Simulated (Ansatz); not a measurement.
Crystal: Al.

```
Al
1.0
     2.81246    0.00000    0.00000
    -1.40623    2.43566    0.00000
     0.00000    0.00000    4.86685
Al
2
Direct
  0.33333 0.66667 0.25000
  0.66667 0.33333 0.75000
```

This isn't the form of Al at room conditions, which is fcc.

| Property | Result |
| --- | --- |
| Program | Ansatz 0.2.0 |
| Task | relaxation of cell and atoms |
| Functional | PBEsol |
| Potentials or basis | all-electron LAPW, scalar-relativistic |
| Basis error allowed | 0.001 eV/atom |
| k mesh | 11 × 11 × 6 |
| Occupations | fermi-dirac, width 0.05 eV |
| Spin | no spin polarisation |

At the start: volume 16.67 Å³/atom.

Task: Where does the relaxation end?

Result: Over 5 steps the energy falls by 11.3 meV/atom and the volume is 16.31 Å³/atom (-2.1 %); space group P6_3/mmc (No. 194, to 0.05 Å).

Step by step:
```
step  energy change (eV)  largest force (eV/Å)  volume (Å³)
   1              0.0000                0.0000        33.34
   2             -0.0216                0.0000        32.39
   3             -0.0225                0.0000        32.61
   4             -0.0225                0.0000        32.63
   5             -0.0225                0.0000        32.63
```

Final structure:
```
CELL_PARAMETERS angstrom
2.83531 0.00000 0.00000
-1.41766 2.45545 0.00000
0.00000 0.00000 4.68647
ATOMIC_POSITIONS crystal
Al 0.33333 0.66667 0.25000
Al 0.66667 0.33333 0.75000
```
